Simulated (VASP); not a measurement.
Si, 2 atoms in the cell. It takes space group Fd-3m (No. 227, cubic). Conventional cell: a = 5.336 Å, b = 5.336 Å, c = 5.336 Å, α = 90.00°, β = 90.00°, γ = 90.00°. Around Si (site symmetry -43m) lie 4 Si at 2.31 Å. 

| Item | Value |
| --- | --- |
| Program | VASP 6.6.1 |
| Task | single point |
| Functional | PBE |
| Potentials or basis | VASP PAW PBE potentials, release 64 (Si) |
| Cutoff | 520 eV |
| k mesh | 12 × 12 × 12 |
| Occupations | gaussian, width 0.01 eV |
| Spin | no spin polarisation |
| Dipole correction | no |
| Further INCAR settings | ALGO = Normal; EDIFF = 1e-06; NBANDS = 11 |

Potentials or basis: VASP PAW PBE potentials, release 64 (Si).

Run with:

```console
$ cat potpaw_PBE.64/Si/POTCAR > POTCAR
$ mpirun -np 1 vasp_std > vasp.out
```

Hardware: 1 thread of AMD EPYC 9R45 96-Core Processor (Zen 5) (shared host).

Problem. Estimate the wall time of this run.

Solution. Wall time 12 s on 1 thread of AMD EPYC 9R45 96-Core Processor (Zen 5), on a shared host, peak memory 0.13 GiB. Counts: scf iterations 11, k points 72.
